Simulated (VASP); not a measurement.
Write the native input for VASP 6.6.1 that does the following.

```yaml
Task: relaxation of cell and atoms
Functional: PBE
Potentials_or_basis: VASP PAW PBE potentials, release 64 (Ga_d, O)
Cutoff: 600 eV
k_mesh: 12 × 12 × 12
Occupations: gaussian, width 0.1 eV
Spin: no spin polarisation
Dipole_correction: no
Further_INCAR_settings: ALGO = Fast; EDIFF = 1e-07; IBRION = 2; EDIFFG = -0.005; NSW = 100; ISIF = 3
```

The structure of Ga2O lies in POSCAR:

```
Ga2O
1.0
    0.0000000000      2.9808333939      2.9808333939
    2.9808333939      0.0000000000      2.9808333939
    2.9808333939      2.9808333939      0.0000000000
Ga O
2 1
Direct
    0.2500000000      0.2500000000      0.2500000000
    0.7500000000      0.7500000000      0.7500000000
    0.0000000000      0.0000000000      0.0000000000
```

The cell comes from a database or a generator and needn't be the stable form of this composition.

The input as run:

INCAR

```
SYSTEM = Ga2O
PREC = Accurate ; ENCUT = 600
EDIFF = 1E-7 ; ISMEAR = 0
SIGMA = 0.1 ; LREAL = .False.
LASPH = .True. ; NELM = 100
ALGO = Fast ; ISIF = 3
LWAVE = .False. ; LCHARG = .False.
GGA = PE ; IBRION = 2
NSW = 100 ; EDIFFG = -0.005
```

KPOINTS

```
regular mesh
0
Gamma
  12 12 12
  0 0 0
```

Potentials or basis: VASP PAW PBE potentials, release 64 (Ga_d, O).

Command:

```console
$ cat potpaw_PBE.64/Ga_d/POTCAR potpaw_PBE.64/O/POTCAR > POTCAR
$ mpirun -np 1 vasp_std > vasp.out
```

Results of the run:

| Quantity | Value |
| --- | --- |
| Pressure after relaxing | 0.0 GPa |
| Band gap on the k mesh | none (metal or under the smearing width) |

Caveat: the relaxation stopped at its first step, so nothing moved.

Wall time 84 s on 1 thread of Intel(R) Xeon(R) Platinum 8488C (Sapphire Rapids) (shared host), peak memory 0.25 GiB.
